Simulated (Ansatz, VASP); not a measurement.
Given: the input of a run of Ansatz 0.2.0 on C. 

File input.yaml:

```yaml
crystal:
  lattice:
    - [0.0, 1.78337, 1.78337]
    - [1.78337, 0.0, 1.78337]
    - [1.78337, 1.78337, 0.0]
  atoms:
    - { symbol: C, position: [0.75, 0.75, 0.75] }
    - { symbol: C, position: [0.5, 0.5, 0.5] }
hamiltonian:
  xc: pbesol
  pseudopotentials: { kind: paw }
  dispersion: d4
kpoints:
  mp_grid: { grid: [13, 13, 13] }
scf:
  occupations: { method: fermi_dirac, width: 0.05 }
output:
  forces: true
  stress: true
relax:
  f_tol: 0.01
  max_steps: 40
  cell: { stress_tol: 0.05 }
```

Potentials or basis: Ansatz PAW.

Run with:

```sh
$ ansatz run input.yaml --threads 2 --pin off --max-ram 5632MiB --backend cpu --events-out ev --progress --plain --runs-dir out
```

Q: Set up the same calculation for VASP 6.6.1. Potentials or basis there: PBE PAW files C, 600 eV.

A: As run (cutoffs and basis follow the program's own potentials, and thresholds, step limits or extra output files can differ):

Contents of INCAR:

```
SYSTEM = C
PREC = Accurate
ENCUT = 600
EDIFF = 1E-6
ISMEAR = -1
SIGMA = 0.05
LREAL = .False.
LASPH = .True.
NELM = 100
ALGO = Normal
ISIF = 3
LWAVE = .False.
LCHARG = .False.
GGA = PS
IVDW = 13
IBRION = 2
NSW = 40
EDIFFG = -0.005
```

File KPOINTS:

```
Automatic mesh
0
Gamma
  13 13 13
  0 0 0
```

The input POSCAR:

```
C
1.0
    0.0000000000      1.7833700000      1.7833700000
    1.7833700000      0.0000000000      1.7833700000
    1.7833700000      1.7833700000      0.0000000000
C
2
Direct
    0.7500000000      0.7500000000      0.7500000000
    0.5000000000      0.5000000000      0.5000000000
```

Potentials or basis: VASP PAW PBE potentials, release 64 (C).

The run is started by

```bash
$ cat potpaw_PBE.64/C/POTCAR > POTCAR
$ mpirun -np 1 vasp_std > vasp.out
```

Both were run:

|  | Ansatz | VASP |
| --- | --- | --- |
| Relaxed volume | 5.57 Å³/atom | 5.58 Å³/atom |
| Relaxed cell | a = 2.507 Å, b = 2.507 Å, c = 2.507 Å, α = 60.00°, β = 60.00°, γ = 60.00° | a = 2.508 Å, b = 2.508 Å, c = 2.508 Å, α = 60.00°, β = 60.00°, γ = 60.00° |
| Space group after relaxing | Fd-3m (No. 227) | Fd-3m (No. 227) |
| Pressure after relaxing | 0.0 GPa | 0.0 GPa |

Ansatz's pressure holds a Pulay term of +1.03 GPa for its cutoff of 420 eV, which the other run lacks.

Ansatz's potentials were made for PBE. VASP's potentials were made for PBE.

Where Ansatz's input types no cutoff or centring, it takes its own default and a Γ-centred mesh.

Pressure is positive in compression.
